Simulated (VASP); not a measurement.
# Sb (I4/mmm) in VASP: notebook

The runs below take Sb through single point, with PBEsol.

All numbers are computed with VASP 6.6.1; they aren't measurements. Logs are shortened: lines on timing, memory, paths and dates and some standing lists are left out, and cuts for length are marked.

### Step 1. The structure

It takes space group I4/mmm (No. 139, tetragonal). The conventional cell has a = 3.153 Å, b = 3.153 Å, c = 5.424 Å, α = 90.00°, β = 90.00°, γ = 90.00°. Sb (site symmetry 4/mmm) is surrounded by 12 Sb at 3.15 to 3.51 Å.

This isn't the form of Sb at room conditions, which is rhombohedral.

### Step 2. Single point, PBEsol

Contents of INCAR:

```
SYSTEM = Sb
PREC     = Accurate       ! precision mode
ENCUT    = 520            ! plane-wave cutoff, eV
EDIFF    = 1E-6           ! SCF threshold, eV
ISMEAR   = 0              ! smearing method
SIGMA    = 0.15           ! smearing width, eV
LREAL    = .FALSE.        ! projectors in reciprocal space
LASPH    = .TRUE.         ! aspherical terms in the spheres
NELM     = 100            ! most SCF steps
ALGO     = Fast           ! electronic algorithm
ISIF     = 2              ! what is computed and relaxed
LWAVE    = .FALSE.        ! write WAVECAR
LCHARG   = .FALSE.        ! write CHGCAR
GGA      = PS             ! functional
NBANDS   = 8              ! bands
```

Contents of KPOINTS:

```
regular mesh
0
G
  22 22 22
  0 0 0
```

Contents of POSCAR:

```
Sb
1.0
   -1.5765401831      1.5765401831      2.7119384313
    1.5765401831     -1.5765401831      2.7119384313
    1.5765401831      1.5765401831     -2.7119384313
Sb
1
Direct
    0.0000000000      0.0000000000      0.0000000000
```

Potentials or basis: VASP PAW PBE potentials, release 64 (Sb).

On the command line:

```sh
$ cat potpaw_PBE.64/Sb/POTCAR > POTCAR
$ mpirun -np 1 vasp_std > vasp.out
```

OUTCAR:

```text
SYSTEM = Sb
   PREC = Accurate
   ENCUT = 520
   EDIFF = 1E-6
   ISMEAR = 0
   LREAL = .FALSE.
   LASPH = .TRUE.
   NELM = 100
   ISIF = 2
   GGA = PS

 ion  position               nearest neighbor table
   1  0.000  0.000  0.000-

  LATTYP: Found a body centered tetragonal cell.
 ALAT       =     3.1530803662
 C/A-ratio  =     1.7201835135

  Lattice vectors:

 A1 = (  -1.5765401831,   1.5765401831,   2.7119384313)
 A2 = (   1.5765401831,  -1.5765401831,   2.7119384313)
 A3 = (   1.5765401831,   1.5765401831,  -2.7119384313)

Analysis of symmetry for initial positions (statically):
=====================================================================
 Subroutine PRICEL returns:
 Original cell was already a primitive cell.

 Routine SETGRP: Setting up the symmetry group for a
 body centered tetragonal supercell.

 Subroutine GETGRP returns: Found 16 space group operations
 (whereof 16 operations were pure point group operations)
 out of a pool of 16 trial point group operations.

The static configuration has the point symmetry D_4h.

Analysis of symmetry for dynamics (positions and initial velocities):
=====================================================================
 Subroutine PRICEL returns:
 Original cell was already a primitive cell.

 Routine SETGRP: Setting up the symmetry group for a
 body centered tetragonal supercell.

 Subroutine GETGRP returns: Found 16 space group operations
 (whereof 16 operations were pure point group operations)
 out of a pool of 16 trial point group operations.

The dynamic configuration has the point symmetry D_4h.

 Subroutine INISYM returns: Found 16 space group operations
 (whereof 16 operations are pure point group operations),
 and found     1 'primitive' translations

----------------------------------------------------------------------------------------

                                     Primitive cell

  volume of cell :      26.9619

  direct lattice vectors                    reciprocal lattice vectors
    -1.576540183  1.576540183  2.711938431     0.000000000  0.317150178  0.184369967
     1.576540183 -1.576540183  2.711938431     0.317150178  0.000000000  0.184369967
     1.576540183  1.576540183 -2.711938431     0.317150178  0.317150178  0.000000000

  length of vectors
     3.510778824  3.510778824  3.510778824     0.366846726  0.366846726  0.448518083

  position of ions in fractional coordinates (direct lattice)
     0.000000000  0.000000000  0.000000000

  ion indices of the primitive-cell ions
   primitive index   ion index
                 1           1

----------------------------------------------------------------------------------------

 KPOINTS: regular mesh

Automatic generation of k-mesh.
 Grid dimensions read from file:
 generate k-points for:   22   22   22

 Generating k-lattice:

  Cartesian coordinates                     Fractional coordinates (reciprocal lattice)
     0.000000000  0.014415917  0.008380453     0.045454545  0.000000000  0.000000000
     0.014415917  0.000000000  0.008380453     0.000000000  0.045454545  0.000000000
     0.014415917  0.014415917  0.000000000     0.000000000  0.000000000  0.045454545

  Length of vectors
     0.016674851  0.016674851  0.020387186

  Shift w.r.t. Gamma in fractional coordinates (k-lattice)
     0.000000000  0.000000000  0.000000000

 Subroutine IBZKPT returns following result:
 ===========================================

 Found    834 irreducible k-points:

 Following reciprocal coordinates:
            Coordinates               Weight
  0.000000  0.000000  0.000000      1.000000
  0.045455  0.000000  0.000000      8.000000
  0.090909  0.000000  0.000000      8.000000
  0.136364  0.000000  0.000000      8.000000
  0.181818  0.000000 -0.000000      8.000000
  0.227273  0.000000 -0.000000      8.000000
[... 16 lines left out ...]
  0.500000  0.045455 -0.000000     16.000000
 -0.454545  0.045455  0.000000     16.000000
 [... further k-points ...]
   k-points           NKPTS =    834   k-points in BZ     NKDIM =    834   number of bands    NBANDS=      8
   number of dos      NEDOS =    301   number of ions     NIONS =      1
   total plane-waves  NPLWV =  21952
   dimension x,y,z NGX =    28 NGY =   28 NGZ =   28
   dimension x,y,z NGXF=    56 NGYF=   56 NGZF=   56
   ions per type =               1
   NGX,Y,Z   is equivalent  to a cutoff of  13.26, 13.26, 13.26 a.u.
   NGXF,Y,Z  is equivalent  to a cutoff of  26.52, 26.52, 26.52 a.u.
 SYSTEM =  Sb
   PREC   = accura    normal or accurate (medium, high low for compatibility)
   ISTART =      0    job   : 0-new  1-cont  2-samecut
   ICHARG =      2    charge: 1-file 2-atom 10-const
   ISPIN  =      1    spin polarized calculation?
   LNONCOLLINEAR =      F non collinear calculations
   LSORBIT =      F    spin-orbit coupling
   LASPH  =      T    aspherical Exc in radial PAW
   ENCUT  =  520.0 eV  38.22 Ry    6.18 a.u.   6.53  6.53  6.53*2*pi/ulx,y,z
   NELM   =    100;   NELMIN=  2; NELMDL= -5     # of ELM steps
   EDIFF  = 0.1E-05   stopping-criterion for ELM
   LREAL  =      F    real-space projection
   EDIFFG = 0.1E-04   stopping-criterion for IOM
   NSW    =      0    number of steps for IOM
   IBRION =     -1    ionic relax: 0-MD 1-quasi-New 2-CG
   NFREE  =      0    steps in history (QN), initial steepest desc. (CG)
   ISIF   =      2    stress and relaxation
   ISYM   =      2    0-nonsym 1-usesym 2-fastsym
   POTIM  = 0.5000    time-step for ionic-motion
   TEBEG  =    0.0;   TEEND  =   0.0 temperature during run
   PSTRESS=    0.0 pullay stress
   NELECT =       5.0000    total number of electrons
   NUPDOWN=      -1.0000    fix difference up-down
   EMIN   =  10.00;   EMAX   =-10.00  energy-range for DOS
   EFERMI =   0.00;   METHOD = LEGACY
   ISMEAR =     0;   SIGMA  =   0.15  broadening in eV -4-tet -1-fermi 0-gaus
   EFERMI_NEDOS =   21; number of points for ismear=-14 and -15
   IALGO  =     68    algorithm
   IMIX   =      4    mixing-type and parameters
     AMIX     =   0.40;   BMIX     =  1.00
     AMIX_MAG =   1.60;   BMIX_MAG =  1.00
  volume/ion in A,a.u.               =      26.96       181.95
  Fermi-wavevector in a.u.,A,eV,Ry     =   0.933573  1.764197 11.858269  0.871558
  Thomas-Fermi vector in A             =   2.060288
   LORBIT       =      0    0 simple, 1 ext, 2 COOP (PROOUT), +10 PAW based schemes
   GGA     = PS    functional components
   LHFCALC =     F    Hartree Fock is set to
   AEXX    =    0.0000 exact exchange contribution
   IVDW    =     0    specifies the selected vdW correction
   LEPSILON=     F    determine dielectric tensor
   LRPA    =     F    only Hartree local field effects (RPA)
 non-spin polarized calculation
 RMM-DIIS sequential band-by-band and
 Gauss-broadening in eV      SIGMA  =   0.15
  energy-cutoff  :      520.00
  volume of cell :       26.96
 maximum number of plane-waves:       747
 NGX is ok and might be reduce to    28
   NGX = 13   NGY = 13   NGZ = 13

 number of electron       5.0000000 magnetization

 Free energy of the ion-electron system (eV)
  ---------------------------------------------------
  ext. energy  EPLUGINS =         0.00000000
  ---------------------------------------------------
  free energy    TOTEN  =        -4.31253824 eV

  energy without entropy =       -4.30520398  energy(sigma->0) =       -4.30887111

 E-fermi :   8.3632     XC(G=0): -10.3167

 val. band max:        8.3623559504   @ k =   0.4091   0.1818   0.0909
 cond. band min:       8.3710592306   @ k =   0.1818   0.0455   0.0455
 fundamental gap:      0.0087032802
 Fermi energy:         8.3632390540

 k-point     1 :       0.0000    0.0000    0.0000
  band No.  band energies     occupation
      1      -4.5937      2.00000
      2      13.0118      0.00000
      3      13.7956      0.00000
      4      13.7956      0.00000
      5      17.7755      0.00000
      6      19.0195      0.00000
      7      19.0323      0.00000
      8      19.1292      0.00000

 k-point     2 :       0.0455    0.0000    0.0000
  band No.  band energies     occupation
      1      -4.5522      2.00000
      2      12.8498      0.00000
      3      13.4390      0.00000
      4      13.7860      0.00000
      5      17.8504      0.00000
      6      18.2955      0.00000
      7      18.9337      0.00000
      8      19.1976      0.00000

 k-point     3 :       0.0909    0.0000    0.0000
  band No.  band energies     occupation
      1      -4.4279      2.00000
      2      12.1466      0.00000
      3      12.8589      0.00000
      4      13.7603      0.00000
      5      17.4047      0.00000
      6      18.0999      0.00000
      7      19.0206      0.00000
      8      19.3970      0.00000

 k-point     4 :       0.1364    0.0000    0.0000
  band No.  band energies     occupation
      1      -4.2212      2.00000
      2      10.9446      0.00000
      3      12.4117      0.00000
      4      13.7267      0.00000
      5      16.7735      0.00000
      6      17.9905      0.00000
      7      19.4805      0.00000
      8      19.7082      0.00000

 k-point     5 :       0.1818    0.0000   -0.0000
  band No.  band energies     occupation
      1      -3.9334      2.00000
      2       9.6113      0.00000
      3      11.9681      0.00000
      4      13.6947      0.00000
      5      16.2213      0.00000
      6      17.8621      0.00000
      7      20.0903      0.00000
      8      20.1222      0.00000

 k-point     6 :       0.2273    0.0000   -0.0000
  band No.  band energies     occupation
      1      -3.5666      2.00000
      2       8.2664      1.63863
      3      11.5357      0.00000
      4      13.6725      0.00000
      5      15.7508      0.00000
      6      17.7796      0.00000
      7      20.4235      0.00000
      8      20.8551      0.00000

 k-point     7 :       0.2727    0.0000   -0.0000
  band No.  band energies     occupation
      1      -3.1247      2.00000
      2       6.9605      2.00000
      3      11.1379      0.00000
      4      13.6646      0.00000
      5      15.3583      0.00000
      6      17.7599      0.00000
      7      20.4084      0.00000
      8      21.2609      0.00000
[... 133 lines left out ...]
 k-point    20 :       0.3636    0.0455   -0.0000
  band No.  band energies     occupation
      1      -1.8762      2.00000
      2       4.3693      2.00000
      3      10.3428      0.00000
      4      13.1996      0.00000
      5      14.8906      0.00000
      6      17.8529      0.00000
      7      19.1385      0.00000
      8      21.1284      0.00000

 k-point    21 :       0.4091    0.0455   -0.0000
  band No.  band energies     occupation
      1      -1.3104      2.00000
      2       3.4280      2.00000
      3      10.1679      0.00000
      4      13.2594      0.00000
      5      14.7277      0.00000
      6      17.8821      0.00000
      7      18.9262      0.00000
      8      20.7016      0.00000

 k-point    22 :       0.4545    0.0455   -0.0000
  band No.  band energies     occupation
      1      -0.8623      2.00000
      2       2.7690      2.00000
      3      10.0722      0.00000
      4      13.3260      0.00000
      5      14.6355      0.00000
      6      17.8752      0.00000
      7      18.8853      0.00000
      8      20.3668      0.00000

 k-point    23 :       0.5000    0.0455   -0.0000
  band No.  band energies     occupation
      1      -0.7487      2.00000
      2       2.6115      2.00000
      3      10.0585      0.00000
      4      13.3871      0.00000
      5      14.6133      0.00000
      6      17.8773      0.00000
      7      18.9372      0.00000
      8      20.1878      0.00000

 k-point    24 :      -0.4545    0.0455    0.0000
  band No.  band energies     occupation
      1      -1.0551      2.00000
      2       3.0417      2.00000
      3      10.1274      0.00000
      4      13.4340      0.00000
      5      14.6602      0.00000
      6      17.9392      0.00000
      7      18.9717      0.00000
      8      20.2350      0.00000

 [... further k-points ...]

------------------------ aborting loop because EDIFF is reached ----------------------------------------

  FORCE on cell =-STRESS in cart. coord.  units (eV):
  Direction    XX          YY          ZZ          XY          YZ          ZX
  --------------------------------------------------------------------------------------
  -------------------------------------------------------------------------------------
  Total       -0.1760199     -0.1760199     -0.2280982      0.0000000      0.0000000      0.0000000
  in kB      -10.4597795    -10.4597795    -13.5544674      0.0000000      0.0000000      0.0000000
  external PRESSURE =     -11.4913421 kB  Pullay stress =       0.0000000 kB

 VOLUME and BASIS-vectors are now :
 -----------------------------------------------------------------------------
  energy-cutoff  :      520.00
  volume of cell :       26.96
      direct lattice vectors                 reciprocal lattice vectors
    -1.576540183  1.576540183  2.711938431     0.000000000  0.317150178  0.184369967
     1.576540183 -1.576540183  2.711938431     0.317150178  0.000000000  0.184369967
     1.576540183  1.576540183 -2.711938431     0.317150178  0.317150178  0.000000000

 POSITION                                       TOTAL-FORCE (eV/Angst)
 -----------------------------------------------------------------------------------
      0.00000      0.00000      0.00000        -0.000000      0.000000     -0.000000
 -----------------------------------------------------------------------------------
    total drift:                                0.000000      0.000000      0.000000

  FREE ENERGIE OF THE ION-ELECTRON SYSTEM (eV)
  ---------------------------------------------------
  free  energy   TOTEN  =        -4.3125382407 eV

  energy  without entropy=       -4.3052039811  energy(sigma->0) =       -4.30887111
```

Run time: 83 s. Hardware: 1 thread of AMD EPYC 9R45 (Zen 5), shared host; peak memory 0.27 GiB.

Results:

- Free energy: -4.3125 eV
- Pressure: -1.1 GPa
- Band gap on the k mesh: none (metal or under the smearing width)

Stress tensor (GPa, compression positive):
```
-1.05  0.00  0.00
 0.00 -1.05  0.00
 0.00  0.00 -1.36
```

Caveat: the PAW data sets were made with another functional, which shifts forces and pressure a little. Spin-orbit coupling is left out, which matters for the levels of Sb.

### Step 3. Single point, PBEsol

Contents of INCAR:

```
PREC     = Accurate       # precision mode
ENCUT    = 520            # plane-wave cutoff, eV
EDIFF    = 1E-6           # SCF threshold, eV
ISMEAR   = 0              # smearing method
SIGMA    = 0.15           # smearing width, eV
LREAL    = False          # projectors in reciprocal space
LASPH    = True           # aspherical terms in the spheres
NELM     = 100            # most SCF steps
ALGO     = Fast           # electronic algorithm
ISIF     = 2              # what is computed and relaxed
LWAVE    = False          # write WAVECAR
LCHARG   = False          # write CHGCAR
GGA      = PS             # functional
NBANDS   = 8              # bands
```

Contents of KPOINTS:

```
regular mesh
0
Gamma
  24 24 24
```

POSCAR is that of step 2.

Potentials or basis: VASP PAW PBE potentials, release 64 (Sb).

On the command line:

```sh
$ cat potpaw_PBE.64/Sb/POTCAR > POTCAR
$ mpirun -np 1 vasp_std > vasp.out
```

It took 1.8 min on 1 thread of AMD EPYC 9R45 (Zen 5), shared host; peak memory 0.32 GiB.

The run converged. Its results:

| Item | Value |
| --- | --- |
| Free energy | -4.3130 eV |
| Pressure | -1.1 GPa |
| Band gap on the k mesh | none (metal or under the smearing width) |

Levels at points of the mesh, in eV from the Fermi level:
```csv
k point,band 1,band 2,band 3,band 4,band 5,band 6,band 7,band 8
"(0.00, 0.00, 0.00)",-12.96,4.65,5.43,5.43,9.41,10.65,10.67,10.76
"(0.50, 0.00, 0.00)",-9.14,-5.81,1.78,5.37,6.12,10.22,10.46,10.76
"(0.50, 0.50, 0.00)",-6.65,-4.40,-1.02,0.59,3.44,4.36,15.77,15.90
"(0.50, 0.50, 0.50)",-9.28,-5.68,2.11,2.11,5.90,6.08,18.27,18.28
```

Caveat: the PAW data sets were made with another functional, which shifts forces and pressure a little. Spin-orbit coupling is left out, which matters for the levels of Sb.
